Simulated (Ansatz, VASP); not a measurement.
SiO2 in VASP and in Ansatz

File INCAR:

```
PREC = Accurate
ENCUT = 520
EDIFF = 1E-6
ISMEAR = 0
SIGMA = 0.05
LREAL = False
LASPH = True
NELM = 80
ALGO = Normal
ISIF = 2
LWAVE = False
LCHARG = False
GGA = PE
NBANDS = 25
```

The input KPOINTS:

```
regular mesh
0
Gamma
  6 6 8
```

Contents of POSCAR:

```
SiO2
1.0
    4.5750058570      0.0000000000      0.0000000000
    0.0000000000      4.5750058570      0.0000000000
    0.0000000000      0.0000000000      2.4752398578
Si O
2 4
Direct
    0.5000000000      0.5000000000      0.5000000000
    0.0000000000      0.0000000000      0.0000000000
    0.6930152167      0.6930152167      0.0000000000
    0.1930152167      0.8069847833      0.5000000000
    0.3069847833      0.3069847833      0.0000000000
    0.8069847833      0.1930152167      0.5000000000
```

Input for Ansatz:

```yaml
crystal:
  lattice:
    - [4.575005857, 0.0, 0.0]
    - [0.0, 4.575005857, 0.0]
    - [0.0, 0.0, 2.4752398578]
  atoms:
    - { symbol: Si, position: [0.5, 0.5, 0.5] }
    - { symbol: Si, position: [0.0, 0.0, 0.0] }
    - { symbol: O, position: [0.6930152167, 0.6930152167, 0.0] }
    - { symbol: O, position: [0.1930152167, 0.8069847833, 0.5] }
    - { symbol: O, position: [0.3069847833, 0.3069847833, 0.0] }
    - { symbol: O, position: [0.8069847833, 0.1930152167, 0.5] }
basis:
  ecutwfc: 420
kpoints:
  mp_grid: { grid: [6, 6, 8] }
hamiltonian:
  xc: pbe
scf:
  occupations: { method: gaussian, width: 0.05 }
output:
  forces: true
  stress: true
  eigenvalues: true
```

Change from the starting cell: strain +0.080 along x and y, -0.080 along z, atoms carried along.

Alike in both runs: task single point; functional PBE; k mesh 6 × 6 × 8; occupations gaussian, width 0.05 eV; no spin polarisation.

|  | VASP | Ansatz |
| --- | --- | --- |
| version | VASP 6.6.1 | Ansatz 0.2.0 |
| potentials or method | VASP PAW PBE potentials, release 64 (Si, O) | scalar-relativistic, plane waves, PAW |
| plane-wave cutoff (eV) | 520 | 420 |
| valence electrons in the cell | 32 | 32 |

```csv
,VASP,Ansatz,Ansatz less VASP
gap on the k mesh at the Fermi level (eV),4.13,4.16,+0.026
least direct gap on the mesh (eV),4.13,4.16,+0.026
pressure (GPa),-6.2,-6.5,-0.22
largest component of the traceless stress (GPa),46.72,46.10,-0.616
rms of the force components (eV/Å),0.927,0.951,+0.0240
```

Atom by atom the forces differ by 0.024 eV/Å (rms over components). The functional is the same, so the differences come from potentials, cutoffs and numerics.

Caveats: forces of over 1 eV/Å show positions far from the minimum, so gaps and moduli don't describe the material at rest. A k mesh can miss the band edges.
